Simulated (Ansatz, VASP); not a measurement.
## Y in VASP and in Ansatz

The input POSCAR:

```
Y
1.0
    4.7109923454      0.0000000000      0.0000000000
   -2.3554961728      4.0798390482      0.0000000000
    0.0000000000      0.0000000000      5.3447785157
Y
3
Direct
    0.2254000000      0.0000000000      0.3333333333
    0.0000000000      0.2254000000      0.6666666667
    0.7746000000      0.7746000000      0.0000000000
```

INCAR.step1

```
PREC     = Accurate       # precision mode
ENCUT    = 520            # plane-wave cutoff, eV
ISMEAR   = 0              # smearing method
SIGMA    = 0.1            # smearing width, eV
LREAL    = False          # projectors in reciprocal space
LASPH    = True           # aspherical terms in the spheres
NELM     = 100            # most SCF steps
NBANDS   = 24             # bands
GGA      = PE             # functional
ALGO     = Normal         # electronic algorithm
EDIFF    = 1E-4           # SCF threshold, eV
LWAVE    = True           # write WAVECAR
LCHARG   = False          # write CHGCAR
```

The input INCAR.step2:

```
PREC     = Accurate       # precision mode
ENCUT    = 520            # plane-wave cutoff, eV
EDIFF    = 1E-6           # SCF threshold, eV
ISMEAR   = 0              # smearing method
SIGMA    = 0.1            # smearing width, eV
LREAL    = False          # projectors in reciprocal space
LASPH    = True           # aspherical terms in the spheres
NELM     = 100            # most SCF steps
ALGO     = Normal         # electronic algorithm
ISIF     = 2              # what is computed and relaxed
LWAVE    = False          # write WAVECAR
LCHARG   = False          # write CHGCAR
METAGGA  = R2SCAN         # meta-GGA
LMIXTAU  = True         
NBANDS   = 24             # bands
ISTART   = 1
```

Contents of KPOINTS:

```
Automatic mesh
0
Gamma
  6 6 4
```

Input for Ansatz:

```yaml
crystal:
  lattice:
    - [4.7109923454, 0.0, 0.0]
    - [-2.3554961728, 4.0798390482, 0.0]
    - [0.0, 0.0, 5.3447785157]
  atoms:
    - { symbol: "Y", position: [0.2254, 0.0, 0.3333333333] }
    - { symbol: "Y", position: [0.0, 0.2254, 0.6666666667] }
    - { symbol: "Y", position: [0.7746, 0.7746, 0.0] }
basis:
  ecutwfc: 500
kpoints:
  mp_grid: { grid: [6, 6, 4] }
hamiltonian:
  xc: r2scan
scf:
  occupations: { method: gaussian, width: 0.1 }
  lower_state_search: "off"
output:
  forces: true
  stress: true
  eigenvalues: true
```

Alike in both runs: task single point; functional r2SCAN; k mesh 6 × 6 × 4; occupations gaussian, width 0.1 eV; no spin polarisation.

```csv
,VASP,Ansatz
version,VASP 6.6.1,Ansatz 0.2.0
potentials or method,"VASP PAW PBE potentials, release 64 (Y_sv)","scalar-relativistic, plane waves, PAW"
plane-wave cutoff (eV),520,500
valence electrons in the cell,33,33
```

Ansatz gave:

* gap on the k mesh at the Fermi level (eV): none
* pressure (GPa): 0.3
* largest component of the traceless stress (GPa): 4.17
* rms of the force components (eV/Å): 1.636

Q: Which values does VASP return?

A: gap on the k mesh at the Fermi level (eV): none; pressure (GPa): 0.4; largest component of the traceless stress (GPa): 4.25; rms of the force components (eV/Å): 1.657.

Atom by atom the forces differ by 0.021 eV/Å (rms over components). A gap of «none» marks a metal or a gap that the smearing closes. With one functional, cell and mesh, what is left measures potentials, basis and numerics.

Caveats: the PAW data sets were made with another functional, which shifts forces and pressure a little (VASP).
